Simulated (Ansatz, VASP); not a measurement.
Two plane-wave programs on C

```
C
1.0
     1.25391   -2.17439    0.00000
     1.25391    2.17439    0.00000
     0.00000    0.00000   10.41086
C
4
Direct
  0.08337 0.91663 0.68555
  0.58337 0.41663 0.31445
  0.91663 0.08337 0.31445
  0.41663 0.58337 0.68555
```

Alike in both runs: functional LDA; k mesh 1 × 1 × 1; occupations gaussian, width 0.1 eV; no spin polarisation.

Ansatz relaxed the structure, and its values are those at the end. VASP's run is a single point on that final structure, the one shown.

```csv
,VASP,Ansatz
version,VASP 6.6.1,Ansatz 0.2.0
potentials or method,"VASP PAW LDA potentials, release 64 (C)","scalar-relativistic, plane waves, PAW"
plane-wave cutoff (eV),520,420
valence electrons in the cell,16,16
```

```csv
,VASP,Ansatz,Ansatz less VASP
gap on the k mesh at the Fermi level (eV),5.39,5.40,+0.003
least direct gap on the mesh (eV),5.39,5.40,+0.003
```
